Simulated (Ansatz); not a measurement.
The system is TiSe.

```xyz
4
Lattice="3.5590 0.0000 0.0000 -1.7795 3.0822 0.0000 0.0000 0.0000 6.2200" Properties=species:S:1:pos:R:3 pbc="T T T"
Se    1.7795    1.0274    4.6650
Se    0.0000    2.0548    1.5550
Ti    0.0000    0.0000    3.1100
Ti    0.0000    0.0000    0.0000
```

```yaml
Program: Ansatz 0.2.0
Task: relaxation of cell and atoms
Functional: PBEsol
Dispersion: D3(BJ)-ATM
Potentials_or_basis: Ansatz PAW
Cutoff: "420 eV (not typed: the program's choice for these potentials)"
k_mesh: 9 × 9 × 5
Occupations: fermi-dirac, width 0.05 eV
Spin: no spin polarisation
```

At the start: volume 17.06 Å³/atom.

Task: Where does the relaxation end?

Result: It ends after 8 steps and the volume is 15.91 Å³/atom (-6.7 %); space group P6_3/mmc (No. 194, to 0.05 Å).

Step by step:
```
step  energy change (eV)  largest force (eV/Å)  volume (Å³)
   1              0.0000                0.0000        68.23
   2             -0.3024                0.0000        64.61
   3             -0.3351                0.0000        62.95
   4             -0.3522                0.0000        63.79
   5             -0.3527                0.0000        63.64
   6             -0.3527                0.0000        63.64
   7             -0.3527                0.0000        63.66
   8             -0.3527                0.0000        63.66
```

Final structure:
```
Se Ti
1.0
     3.30946    0.00000    0.00000
    -1.65473    2.86608    0.00000
     0.00000    0.00000    6.71112
Se Ti
2 2
Direct
  0.66667 0.33333 0.75000
  0.33333 0.66667 0.25000
  0.00000 0.00000 0.50000
  0.00000 0.00000 0.00000
```

Caveat: the plane-wave basis is chosen anew once the cell has moved, so the energies of steps on either side of that aren't comparable; pairwise dispersion overbinds metals, which lowers pressure and volume; the PAW data sets come from PBE, with cores solved anew for the run's functional, which leaves a small shift of forces and pressure.
